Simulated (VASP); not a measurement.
# PbSe (Clausthalite) (Fm-3m) in VASP: settings compared

PbSe (Clausthalite) is run at these levels: revPBE, PBE; tasks: single point.

Everything below comes from runs of VASP 6.6.1. Logs are shortened: lines on timing, memory, paths and dates and some standing lists are left out, and cuts for length are marked.

**What was measured.**

From a printed reference work, monograph, for a bulk crystal of PbSe at 4.2 K: band gap 0.15 eV (direct).

How close the calculation comes is told below.

## Step 1: The cell of the first run

It takes space group Fm-3m (No. 225, cubic). The conventional cell has a = 6.121 Å, b = 6.121 Å, c = 6.121 Å, α = 90.00°, β = 90.00°, γ = 90.00°. Within 4.0 Å of Pb (site symmetry m-3m) lie 6 Se at 3.06 Å. Se (site symmetry m-3m) has 6 Pb at 3.06 Å within 4.0 Å.

## Step 2: Single point, revPBE

Contents of INCAR:

```
SYSTEM = PbSe
PREC = Accurate
ENCUT = 520
EDIFF = 1E-6
ISMEAR = -1
SIGMA = 0.05
LREAL = .FALSE.
LASPH = .TRUE.
NELM = 80
ALGO = Normal
ISIF = 2
LWAVE = .FALSE.
LCHARG = .TRUE.
GGA = RE
LELF = .TRUE.
LVHAR = .TRUE.
NBANDS = 17
```

Contents of KPOINTS:

```
regular mesh
0
G
  8 8 8
  0 0 0
```

Contents of POSCAR:

```
PbSe
1.0
    0.0000000000      3.0606500000      3.0606500000
    3.0606500000      0.0000000000      3.0606500000
    3.0606500000      3.0606500000      0.0000000000
Pb Se
1 1
Direct
    0.0000000000      0.0000000000      0.0000000000
    0.5000000000      0.5000000000      0.5000000000
```

Potentials or basis: VASP PAW PBE potentials, release 64 (Pb_d, Se).

Command:

```bash
cat potpaw_PBE.64/Pb_d/POTCAR potpaw_PBE.64/Se/POTCAR > POTCAR
mpirun -np 1 vasp_std > vasp.out
```

OUTCAR:

```text
SYSTEM = PbSe
   PREC = Accurate
   ENCUT = 520
   EDIFF = 1E-6
   ISMEAR = -1
   LREAL = .FALSE.
   LASPH = .TRUE.
   NELM = 80
   ISIF = 2
   GGA = RE

 ion  position               nearest neighbor table
   1  0.000  0.000  0.000-   2 3.06   2 3.06   2 3.06   2 3.06   2 3.06   2 3.06
   2  0.500  0.500  0.500-   1 3.06   1 3.06   1 3.06   1 3.06   1 3.06   1 3.06

  LATTYP: Found a face centered cubic cell.
 ALAT       =     6.1213000000

  Lattice vectors:

 A1 = (   0.0000000000,   3.0606500000,   3.0606500000)
 A2 = (   3.0606500000,   0.0000000000,   3.0606500000)
 A3 = (   3.0606500000,   3.0606500000,   0.0000000000)

Analysis of symmetry for initial positions (statically):
=====================================================================
 Subroutine PRICEL returns:
 Original cell was already a primitive cell.

 Routine SETGRP: Setting up the symmetry group for a
 face centered cubic supercell.

 Subroutine GETGRP returns: Found 48 space group operations
 (whereof 48 operations were pure point group operations)
 out of a pool of 48 trial point group operations.

The static configuration has the point symmetry O_h .

Analysis of symmetry for dynamics (positions and initial velocities):
=====================================================================
 Subroutine PRICEL returns:
 Original cell was already a primitive cell.

 Routine SETGRP: Setting up the symmetry group for a
 face centered cubic supercell.

 Subroutine GETGRP returns: Found 48 space group operations
 (whereof 48 operations were pure point group operations)
 out of a pool of 48 trial point group operations.

The dynamic configuration has the point symmetry O_h .

 Subroutine INISYM returns: Found 48 space group operations
 (whereof 48 operations are pure point group operations),
 and found     1 'primitive' translations

----------------------------------------------------------------------------------------

                                     Primitive cell

  volume of cell :      57.3418

  direct lattice vectors                    reciprocal lattice vectors
     0.000000000  3.060650000  3.060650000    -0.163363991  0.163363991  0.163363991
     3.060650000  0.000000000  3.060650000     0.163363991 -0.163363991  0.163363991
     3.060650000  3.060650000  0.000000000     0.163363991  0.163363991 -0.163363991

  length of vectors
     4.328412740  4.328412740  4.328412740     0.282954733  0.282954733  0.282954733

  position of ions in fractional coordinates (direct lattice)
     0.000000000  0.000000000  0.000000000
[... 77 lines left out ...]
   NELM   =     80;   NELMIN=  2; NELMDL= -5     # of ELM steps
   EDIFF  = 0.1E-05   stopping-criterion for ELM
   LREAL  =      F    real-space projection
   EDIFFG = 0.1E-04   stopping-criterion for IOM
   NSW    =      0    number of steps for IOM
   IBRION =     -1    ionic relax: 0-MD 1-quasi-New 2-CG
   NFREE  =      0    steps in history (QN), initial steepest desc. (CG)
   ISIF   =      2    stress and relaxation
   ISYM   =      2    0-nonsym 1-usesym 2-fastsym
   POTIM  = 0.5000    time-step for ionic-motion
   TEBEG  =    0.0;   TEEND  =   0.0 temperature during run
   PSTRESS=    0.0 pullay stress
   NELECT =      20.0000    total number of electrons
   NUPDOWN=      -1.0000    fix difference up-down
   EMIN   =  10.00;   EMAX   =-10.00  energy-range for DOS
   EFERMI =   0.00;   METHOD = LEGACY
   ISMEAR =    -1;   SIGMA  =   0.05  broadening in eV -4-tet -1-fermi 0-gaus
   EFERMI_NEDOS =   21; number of points for ismear=-14 and -15
   IALGO  =     38    algorithm
   IMIX   =      4    mixing-type and parameters
     AMIX     =   0.40;   BMIX     =  1.00
     AMIX_MAG =   1.60;   BMIX_MAG =  1.00
  volume/ion in A,a.u.               =      28.67       193.48
  Fermi-wavevector in a.u.,A,eV,Ry     =   1.152377  2.177676 18.068159  1.327972
  Thomas-Fermi vector in A             =   2.289028
   LORBIT       =      0    0 simple, 1 ext, 2 COOP (PROOUT), +10 PAW based schemes
   GGA     = RE    functional components
   LHFCALC =     F    Hartree Fock is set to
   AEXX    =    0.0000 exact exchange contribution
   IVDW    =     0    specifies the selected vdW correction
   LEPSILON=     F    determine dielectric tensor
   LRPA    =     F    only Hartree local field effects (RPA)
 non-spin polarized calculation
  energy-cutoff  :      520.00
  volume of cell :       57.34
 maximum number of plane-waves:      1572
   NGX = 17   NGY = 17   NGZ = 17

 number of electron      20.0000000 magnetization

 Free energy of the ion-electron system (eV)
  ---------------------------------------------------
  ext. energy  EPLUGINS =         0.00000000
  ---------------------------------------------------
  free energy    TOTEN  =        -7.55939096 eV

  energy without entropy =       -7.55918791  energy(sigma->0) =       -7.55928943

 E-fermi :   5.3377     XC(G=0):  -9.4228

 val. band max:        5.1614007990   @ k =   0.5000   0.0000   0.0000
 cond. band min:       5.5140156103   @ k =   0.5000   0.0000   0.0000
 fundamental gap:      0.3526148112
 Fermi energy:         5.3377315408

 k-point     1 :       0.0000    0.0000    0.0000
  band No.  band energies     occupation
      1     -11.7313      2.00000
      2     -11.7313      2.00000
      3     -11.7313      2.00000
      4     -11.7242      2.00000
      5     -11.7242      2.00000
      6      -8.4183      2.00000
[... 457 lines left out ...]
      4     -11.7107      2.00000
      5     -11.6959      2.00000
      6      -7.1608      2.00000
[... 9 lines left out ...]
     16      16.0123      0.00000
     17      16.1332      0.00000

 [... further k-points ...]

------------------------ aborting loop because EDIFF is reached ----------------------------------------

  FORCE on cell =-STRESS in cart. coord.  units (eV):
  Direction    XX          YY          ZZ          XY          YZ          ZX
  --------------------------------------------------------------------------------------
  -------------------------------------------------------------------------------------
  Total        1.3222752      1.3222752      1.3222752      0.0000000      0.0000000     -0.0000000
  in kB       36.9454910     36.9454910     36.9454910      0.0000000      0.0000000     -0.0000000
  external PRESSURE =      36.9454910 kB  Pullay stress =       0.0000000 kB

 VOLUME and BASIS-vectors are now :
 -----------------------------------------------------------------------------
  energy-cutoff  :      520.00
  volume of cell :       57.34
      direct lattice vectors                 reciprocal lattice vectors
     0.000000000  3.060650000  3.060650000    -0.163363991  0.163363991  0.163363991
     3.060650000  0.000000000  3.060650000     0.163363991 -0.163363991  0.163363991
     3.060650000  3.060650000  0.000000000     0.163363991  0.163363991 -0.163363991

 POSITION                                       TOTAL-FORCE (eV/Angst)
 -----------------------------------------------------------------------------------
      0.00000      0.00000      0.00000         0.000000      0.000000      0.000000
      3.06065      3.06065      3.06065        -0.000000     -0.000000     -0.000000
 -----------------------------------------------------------------------------------
    total drift:                                0.000000     -0.000000     -0.000000

  FREE ENERGIE OF THE ION-ELECTRON SYSTEM (eV)
  ---------------------------------------------------
  free  energy   TOTEN  =        -7.5593909560 eV

  energy  without entropy=       -7.5591879052  energy(sigma->0) =       -7.55928943
```

OSZICAR:

```text
N       E                     dE             d eps       ncg     rms          rms(c)
DAV:   1     0.160032476567E+03    0.16003E+03   -0.95377E+03   986   0.119E+03
DAV:   2     0.378649171518E+01   -0.15625E+03   -0.15038E+03  1062   0.312E+02
DAV:   3    -0.756053250152E+01   -0.11347E+02   -0.11276E+02  1244   0.891E+01
DAV:   4    -0.782911955409E+01   -0.26859E+00   -0.26844E+00  1264   0.155E+01
DAV:   5    -0.783802964737E+01   -0.89101E-02   -0.89098E-02  1376   0.271E+00    0.287E+00
DAV:   6    -0.755659808491E+01    0.28143E+00   -0.68293E-01  1514   0.559E+00    0.167E+00
DAV:   7    -0.755379849145E+01    0.27996E-02   -0.12789E-01  1180   0.173E+00    0.903E-01
DAV:   8    -0.755960829059E+01   -0.58098E-02   -0.15714E-02  1153   0.135E+00    0.167E-01
DAV:   9    -0.755925593865E+01    0.35235E-03   -0.29708E-03  1500   0.559E-01    0.540E-02
DAV:  10    -0.755936772549E+01   -0.11179E-03   -0.35293E-04  1133   0.106E-01    0.205E-02
DAV:  11    -0.755939092650E+01   -0.23201E-04   -0.11966E-04  1252   0.106E-01    0.126E-02
DAV:  12    -0.755939095603E+01   -0.29529E-07   -0.62162E-06  1219   0.146E-02
   1 F= -.75593910E+01 E0= -.75592894E+01  d E =-.203051E-03
```

stdout:

```text
POSCAR found type information on POSCAR PbSe
 POSCAR found :  2 types and       2 ions
 scaLAPACK will be used
 -----------------------------------------------------------------------------
|                                                                             |
|                                                                             |
|     You enforced a specific xc type in the INCAR file but a different       |
|     I HOPE YOU KNOW WHAT YOU ARE DOING!                                     |
|                                                                             |
 -----------------------------------------------------------------------------

 LDA part: xc-table for (Slater+PW92), standard interpolation
 POSCAR, INCAR and KPOINTS ok, starting setup
 FFT: planning ... GRIDC
 FFT: planning ... GRID_SOFT
 FFT: planning ... GRID
 WAVECAR not read
 entering main loop
```

Wall time 22 s (1 thread of Intel Xeon Platinum 8259CL at 2.50GHz (Skylake/Cascade Lake), shared host); peak memory 0.19 GiB.

What came out:

```
Free energy            : -7.5594 eV
Pressure               : 3.7 GPa
Band gap on the k mesh : 0.35 eV, direct
```

Caveat: the PAW data sets were made with another functional, which shifts forces and pressure a little; spin-orbit coupling is left out, which moves the levels of the heavy elements.

## Step 3: Single point, PBE

Contents of INCAR:

```
SYSTEM = PbSe
PREC = Accurate ; ENCUT = 520
EDIFF = 1E-6 ; ISMEAR = 0
SIGMA = 0.015 ; LREAL = .False.
LASPH = .True. ; NELM = 80
ALGO = Normal ; ISIF = 2
LWAVE = .False. ; LCHARG = .False.
GGA = PE ; NBANDS = 17
```

Contents of KPOINTS:

```
regular mesh
0
Gamma
  8 8 8
  0 0 0
```

POSCAR is that of step 2.

Potentials or basis: VASP PAW PBE potentials, release 64 (Pb_d, Se).

Command:

```bash
cat potpaw_PBE.64/Pb_d/POTCAR potpaw_PBE.64/Se/POTCAR > POTCAR
mpirun -np 1 vasp_std > vasp.out
```

It took 20 s on 1 thread of Intel Xeon Platinum 8259CL at 2.50GHz (Skylake/Cascade Lake), shared host; peak memory 0.18 GiB.

Results (log left out):

| Quantity | Value |
| --- | --- |
| Free energy | -8.1783 eV |
| Pressure | 2.4 GPa |
| Band gap on the k mesh | 0.29 eV, direct |

Levels at points of the mesh, in eV from the valence-band top:
```tsv
k point	band 6	band 7	band 8	band 9	band 10	band 11	band 12	band 13	band 14	band 15
(0.00, 0.00, 0.00)	-13.59	-6.30	-1.88	-1.88	-1.88	4.71	4.71	4.71	6.52	6.52
(0.50, 0.00, 0.00)	-12.53	-8.80	-1.47	-1.47	0.00	0.29	1.70	1.70	8.55	10.15
(0.50, 0.50, 0.00)	-12.16	-7.38	-4.98	-3.24	-3.24	3.69	5.61	5.61	6.05	11.29
```

Caveat: spin-orbit coupling is left out, which moves the levels of the heavy elements.

## Step 4: How close it comes

Step 3. A measured gap of PbSe is 0.15 eV (direct; 4.2 K; a printed reference work, monograph); the calculated 0.29 eV misses it by +0.14 eV. 2 values of this kind are on record (0.15 to 0.28 eV); this one was drawn at random. Spin-orbit coupling on Pb, Se is left out. The value is that of PBE on a finite k mesh, which can miss the band edges, without temperature or zero-point motion.
